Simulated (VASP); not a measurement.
GaN, 4 atoms in the cell. The structure is hexagonal, space group P6_3mc (No. 186). The conventional cell has a = 3.180 Å, b = 3.180 Å, c = 5.166 Å, α = 90.00°, β = 90.00°, γ = 120.00°. Ga (site symmetry 3m) has 4 N at 1.94 to 1.95 Å as nearest neighbours. Around N (site symmetry 3m) lie 4 Ga at 1.94 to 1.95 Å. 

* Program: VASP 6.6.1
* Task: relaxation of cell and atoms
* Functional: PBE
* Potentials or basis: VASP PAW PBE potentials, release 64 (Ga_d, N)
* Cutoff: 600 eV
* k mesh: 12 × 12 × 5
* Occupations: gaussian, width 0.03 eV
* Spin: no spin polarisation
* Further INCAR settings: ALGO = Normal; EDIFF = 1e-06; IBRION = 2; EDIFFG = -0.01; NSW = 90; ISIF = 3

Potentials or basis: VASP PAW PBE potentials, release 64 (Ga_d, N).

The run is started by

```bash
$ cat potpaw_PBE.64/Ga_d/POTCAR potpaw_PBE.64/N/POTCAR > POTCAR
$ mpirun -np 1 vasp_std > vasp.out
```

Hardware: 1 thread of Intel(R) Xeon(R) Platinum 8259CL CPU @ 2.50GHz (Skylake/Cascade Lake) (shared host).

Problem. Estimate the wall time of this run.

Solution. Wall time 3.7 min on 1 thread of Intel(R) Xeon(R) Platinum 8259CL CPU @ 2.50GHz (Skylake/Cascade Lake), on a shared host, peak memory 0.22 GiB. Counts: scf iterations 43, k points 57, ion steps 5.
